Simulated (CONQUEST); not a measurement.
# Li under changes of volume

One of the cells (21.344 Å³/atom); the others are scaled copies at fixed shape and fractional positions:

```xyz
4
Lattice="3.1110 0.0000 0.0000 0.0000 5.0930 0.0000 0.0000 0.0000 5.3884" Properties=species:S:1:pos:R:3 pbc="T T T"
Li    0.0000    3.8197    1.7961
Li    1.5555    3.8197    4.4903
Li    0.0000    1.2732    3.5923
Li    1.5555    1.2732    0.8981
```

This isn't the form of Li at room conditions, which is bcc.

```yaml
Program: CONQUEST 1.3
Functional: PBE
Potentials_or_basis: PseudoDojo NC PBE, DZP, grid of 32 × 48 × 60 points
k_mesh: 9 × 5 × 5
Occupations: fermi-dirac, width 0.05 eV
Spin: no spin polarisation
```

| volume (Å³/atom) | energy over the lowest point (meV/atom) | pressure (GPa) |
| --- | --- | --- |
| 20.063 | 0.47 | 0.4 |
| 20.490 | 0.00 | 0.0 |
| 20.917 | 0.33 | -0.3 |
| 21.344 | 1.33 | -0.5 |
| 21.771 | ? | ? |
| 22.198 | 5.26 | -0.9 |
| 22.625 | 8.02 | -1.1 |

Q: What does the run at 21.771 Å³/atom give?

A: Energy over the lowest point 2.99 meV/atom; pressure -0.7 GPa.

Worked out: A Birch-Murnaghan fit of order 3 (a polynomial in V^(-2/3)) to the other rows has its minimum at 20.52 Å³/atom with B0 = V·E''(V) = 14.0 GPa and B' = 3.8 at fixed shape and positions, which overstates the stiffness. It gives 3.01 meV/atom at 21.771 Å³/atom, against the run's 2.99, and -dE/dV = -0.7 GPa, against -0.7.

Energies are extrapolated to zero smearing.

Caveats: the basis of atomic orbitals isn't converged, which shifts pressures, moduli and gaps.
